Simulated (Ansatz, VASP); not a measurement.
# CdF2 in VASP and in Ansatz

File INCAR:

```
PREC = Accurate
ENCUT = 520
EDIFF = 1E-6
ISMEAR = -1
SIGMA = 0.05
LREAL = False
LASPH = True
NELM = 80
ALGO = Normal
ISIF = 2
LWAVE = False
LCHARG = False
GGA = PS
NBANDS = 20
```

The input KPOINTS:

```
regular mesh
0
Gamma
  7 7 7
```

POSCAR

```
CdF2
1.0
    0.0000000000      2.7209400000      2.6940000000
    2.7209400000      0.0000000000      2.6940000000
    2.7209400000      2.7209400000      0.0000000000
Cd F
1 2
Direct
    0.0000000000      0.0000000000      0.0000000000
    0.7500000000      0.7500000000      0.7500000000
    0.2500000000      0.2500000000      0.2500000000
```

File input.yaml:

```yaml
crystal:
  lattice:
    - [0.0, 2.72094, 2.694]
    - [2.72094, 0.0, 2.694]
    - [2.72094, 2.72094, 0.0]
  atoms:
    - { symbol: Cd, position: [0.0, 0.0, 0.0] }
    - { symbol: F, position: [0.75, 0.75, 0.75] }
    - { symbol: F, position: [0.25, 0.25, 0.25] }
hamiltonian:
  xc: pbesol
  pseudopotentials: { kind: paw }
kpoints:
  mp_grid: { grid: [7, 7, 7] }
scf:
  occupations: { method: fermi_dirac, width: 0.05 }
output:
  forces: true
  stress: true
  eigenvalues: true
```

Alike in both runs: task single point; functional PBEsol; k mesh 7 × 7 × 7; occupations fermi-dirac, width 0.05 eV; no spin polarisation.

```csv
,VASP,Ansatz
version,VASP 6.6.1,Ansatz 0.2.0
potentials or method,"VASP PAW PBE potentials, release 64 (Cd, F)",Ansatz PAW
plane-wave cutoff (eV),520,420
valence electrons in the cell,26,34
```

|  | VASP | Ansatz | Ansatz less VASP |
| --- | --- | --- | --- |
| gap on the k mesh at the Fermi level (eV) | 2.88 | 2.91 | +0.031 |
| least direct gap on the mesh (eV) | 3.34 | 3.37 | +0.029 |
| pressure (GPa) | -1.6 | -2.3 | -0.68 |
| largest component of the traceless stress (GPa) | 0.71 | 0.73 | +0.013 |

The two sets of potentials don't hold the same shells in valence.

Caveats: the PAW data sets were made with another functional, which shifts forces and pressure a little (VASP); an odd mesh through Γ misses points on the zone boundary, where band edges often lie (VASP); odd divisions of the mesh miss points on the zone boundary, where band edges often lie, so the gap on the mesh can be too wide (Ansatz); the pressure holds a Pulay correction of +0.7 GPa for the finite cutoff (Ansatz); the PAW data sets come from PBE, with cores solved anew for the run's functional, which leaves a small shift of forces and pressure (Ansatz). As with any semilocal functional, this PBEsol gap is likely too small.
